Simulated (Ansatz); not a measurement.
# Sn₁₂Se₂₅: course of a relaxation

Level of theory: DFT PBE, scalar-relativistic, plane waves, PAW (Ansatz). Run with 420 eV cutoff, 2×2×2 k-mesh, shifted by half a step, Gaussian smearing of 0.01 eV, no spin polarisation.

What was changed: Se interstitial, charge -2, atoms relaxed at the host's cell.

In a supercell of 37 atoms the defect feels its periodic images, and the cell reads as a metal on the mesh, so a level in the gap can't be told from a carrier in the bands.

Spin polarisation was left out.

Command:

```bash
ansatz run input.yaml --threads 4 --pin off --max-ram 10240MiB --backend cpu --events-out ev --progress --plain --runs-dir out
```

Input:

```yaml
crystal:
  lattice:
    - [-3.871672315, -6.70593316, 6.9711010488]
    - [7.7433446302, 1.0e-10, 6.9711010488]
    - [-3.8716723151, 6.70593316, 6.9711010488]
  atoms:
    - { symbol: Sn, position: [0.6434770059, 0.1691619923, 0.157007529] }
    - { symbol: Sn, position: [0.5205378378, 1.0040292297, 0.5118652956] }
    - { symbol: Sn, position: [0.829916439, 0.3346287332, 0.8325423297] }
    - { symbol: Sn, position: [0.4960299262, 0.5048669322, -0.0025080879] }
    - { symbol: Sn, position: [0.82803058, 0.8242184213, 0.3297672997] }
    - { symbol: Sn, position: [-0.0060857162, -0.0058771401, -0.010582166] }
    - { symbol: Sn, position: [0.3358826838, 0.3492587408, 0.339047627] }
    - { symbol: Sn, position: [0.6675851974, 0.6684000558, 0.6714379123] }
    - { symbol: Sn, position: [0.169704126, 0.1794850264, 0.6800342217] }
    - { symbol: Sn, position: [0.164107442, 0.6680980337, 0.1665623562] }
    - { symbol: Sn, position: [0.9993859832, 0.5049586085, 0.5023494298] }
    - { symbol: Sn, position: [0.3334922269, 0.8383385748, 0.8363664705] }
    - { symbol: Se, position: [0.7521728061, 0.5877485049, 0.4274892612] }
    - { symbol: Se, position: [0.587161539, 0.4264691088, 0.7556045456] }
    - { symbol: Se, position: [0.921766137, 0.7495532656, 0.086034715] }
    - { symbol: Se, position: [0.5802723473, 0.9245045977, 0.2651702856] }
    - { symbol: Se, position: [0.9250013979, 0.2608830828, 0.5945676414] }
    - { symbol: Se, position: [0.0918029678, 0.4261546594, 0.2563756335] }
    - { symbol: Se, position: [0.4271107314, 0.7670862223, 0.592710631] }
    - { symbol: Se, position: [0.7484609379, 0.0906830026, 0.9172224458] }
    - { symbol: Se, position: [0.255012558, 0.5942917287, 0.9214566687] }
    - { symbol: Se, position: [0.2734074806, 0.1030986189, 0.4384994683] }
    - { symbol: Se, position: [0.0937147486, 0.9296790493, 0.7494526619] }
    - { symbol: Se, position: [0.4072435335, 0.2651530249, 0.0910946711] }
    - { symbol: Se, position: [0.5835472707, 0.2486249639, 0.4038329377] }
    - { symbol: Se, position: [0.4152987648, 0.0824619697, 0.7516820133] }
    - { symbol: Se, position: [0.7365900974, 0.4062607686, 0.0760610189] }
    - { symbol: Se, position: [0.4114998126, 0.585734292, 0.2413081792] }
    - { symbol: Se, position: [0.7564393662, 0.9082514074, 0.5778694096] }
    - { symbol: Se, position: [0.8866629514, 0.0712052945, 0.2337301324] }
    - { symbol: Se, position: [0.241798646, 0.4239889035, 0.5829359901] }
    - { symbol: Se, position: [0.5764429907, 0.7467527312, 0.9132966143] }
    - { symbol: Se, position: [0.0696477126, 0.2438913522, 0.919858521] }
    - { symbol: Se, position: [0.0726420356, 0.747038043, 0.4103061114] }
    - { symbol: Se, position: [0.9085257939, 0.578653217, 0.7474683539] }
    - { symbol: Se, position: [0.2376542537, 0.9122932962, 0.0769773647] }
    - { symbol: Se, position: [0.0812877291, 0.0867644753, 0.3363725145] }
  host:
    lattice:
      - [3.8716723151, 0.0, 0.0]
      - [-1.9358361576, 3.35296658, 0.0]
      - [0.0, 0.0, 6.9711010488]
    atoms:
      - { symbol: Sn, position: [0.0, 0.0, 0.0] }
      - { symbol: Se, position: [0.6666666667, 0.3333333333, 0.7712614531] }
      - { symbol: Se, position: [0.3333333333, 0.6666666667, 0.2287385469] }
total_charge: -2
basis:
  ecutwfc: 420
  xc_grid: 2
kpoints:
  mp_grid: { grid: [2, 2, 2], shift: [0.5, 0.5, 0.5] }
hamiltonian:
  xc: pbe
scf:
  occupations: { method: gaussian, width: 0.01 }
output:
  forces: true
  stress: false
  eigenvalues: true
  charged_corrections:
    defect_position: [0.04613095, 0.20238095, 0.35863095]
    epsilon: [[20.9559, 0.0, 0.0], [0.0, 20.9559, 0.0], [0.0, 0.0, 5.144]]
  write_density: true
  write_potential: true
  elf: true
  volumetric_format: npy
relax:
  adjacent_minimum: "off"
  f_tol: 0.025
  max_steps: 45
```

F is the free energy.

Steps:

```tsv
step	F − F(1) (eV)	largest force component (eV/Å)
1	0.0000	0.259
2	0.0227	0.323
3	-0.0335	0.031
4	-0.0340	0.034
5	-0.0343	0.004
```

Relaxed structure:

```xyz
37
Lattice="-3.8717 -6.7059 6.9711 7.7433 0.0000 6.9711 -3.8717 6.7059 6.9711" Properties=species:S:1:pos:R:3 pbc="T T T"
Sn   -1.7961   -3.2497    6.7053
Sn    3.7853   -0.0645   14.2500
Sn   -3.8515    0.0262   13.9196
Sn    1.9930   -3.3424    6.9395
Sn    1.9092   -3.3348   13.8378
Sn    0.0204   -0.0216   -0.1618
Sn    0.0812    0.0209    7.1172
Sn   -0.0029    0.0286   14.0151
Sn   -1.9019    3.4139    7.1756
Sn    3.8946    0.0182    6.9549
Sn   -1.9045   -3.3320   14.0002
Sn    1.9703    3.3659   14.0069
Se   -0.0235   -2.1740   12.3427
Se   -1.8799    1.1220   12.3299
Se    1.9004   -5.6005   12.2460
Se    3.8502   -2.0967   12.3202
Se   -3.8556   -2.2370   12.4048
Se    1.9530    1.1401    5.3992
Se    1.9968    1.0903   12.4731
Se   -5.7449    1.1060   12.2091
Se    0.0569    4.4672   12.3363
Se   -1.9936    1.1129    5.6686
Se    3.9364    4.3907   12.3591
Se    0.1497   -2.1107    5.2797
Se   -1.8605   -1.2172    8.6344
Se   -3.8804    2.2858    8.7465
Se   -0.0067   -4.4040    8.4818
Se    2.0138   -1.1397    8.6122
Se    1.8399   -1.2034   15.6754
Se   -3.7598   -4.4265    8.3159
Se    0.0899    2.2866    8.7093
Se   -0.0018    2.2702   15.5960
Se   -1.9457    5.7075    8.5966
Se    3.9089    2.2521    8.5847
Se   -1.9382   -1.0749   15.5899
Se    5.8459   -1.0768    8.5507
Se   -0.9417    1.6966    3.5074
```

The run converged. Time: 3.4 min on 4 threads of Intel(R) Xeon(R) 6975P-C (Granite Rapids), with other jobs on the host, peak memory 6.3 GiB.